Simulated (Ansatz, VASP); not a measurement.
## One calculation of B, two programs

```
CELL_PARAMETERS angstrom
2.33036 0.00000 0.00000
0.00000 2.33036 0.00000
0.00000 0.00000 1.57515
ATOMIC_POSITIONS crystal
B 0.50000 0.50000 0.50000
```

The cell was built by a generator and needn't be a form met in nature.

Alike in both runs: task single point; functional PBE; k mesh 11 × 11 × 16; occupations fermi-dirac, width 0.05 eV; no spin polarisation.

```csv
,VASP,Ansatz
version,VASP 6.6.1,Ansatz 0.2.0
potentials or method,"VASP PAW PBE potentials, release 64 (B)",Ansatz PAW
plane-wave cutoff (eV),520,420
valence electrons in the cell,3,3
```

Ansatz gave:

- gap on the k mesh at the Fermi level (eV): none
- pressure (GPa): 3.2
- largest component of the traceless stress (GPa): 6.40

Question: What did VASP give for the same quantities?

Answer: gap on the k mesh at the Fermi level (eV): none; pressure (GPa): 3.1; largest component of the traceless stress (GPa): 6.31.

A gap of «none» marks a metal or a gap that the smearing closes.
